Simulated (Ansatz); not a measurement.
# Random displacements in AlN

These are results of Ansatz, DFT PBE, scalar-relativistic, plane waves, PAW, not measurements. The runs took a 420 eV cutoff, a Γ-centred 12×12×6 mesh and Gaussian smearing (0.05 eV). No spin polarisation. Energies are free energies at this smearing, counted from the undisturbed cell; pressure is positive in compression.

The undisturbed cell (relaxed at this level):

```
Al N
1.0
     3.13024    0.00000    0.00000
    -1.56512    2.71087    0.00000
     0.00000    0.00000    5.01798
Al N
2 2
Direct
  0.33333 0.66667 0.00173
  0.66667 0.33333 0.50173
  0.33333 0.66667 0.38327
  0.66667 0.33333 0.88327
```

The atoms are displaced (Å, in the unstrained cell):

```tsv
atom	ux	uy	uz
Al1	-0.235	-0.444	-0.055
Al2	-0.010	0.219	0.114
N3	0.052	0.360	0.173
N4	0.193	-0.135	-0.232
```

The cell is not strained.

(1) What are the energy change, the stress and the forces?

Answers

(1) ΔE = 1219.4 meV/atom; stress (xx, yy, zz, yz, xz, xy; compression positive) (31.66, 17.77, 55.70, 14.18, 35.07, 18.12) GPa; gap on the mesh 2.60 eV.
| atom | Fx (eV/Å) | Fy | Fz |
| --- | --- | --- | --- |
| Al1 | 12.01 | 6.98 | 7.35 |
| Al2 | -0.31 | 3.35 | -6.06 |
| N3 | -0.79 | -4.25 | -3.69 |
| N4 | -10.91 | -6.08 | 2.40 |

Cost: 1 run of about 0.26 core-minutes, on AMD EPYC 7R43 (Zen 3) (shared hosts).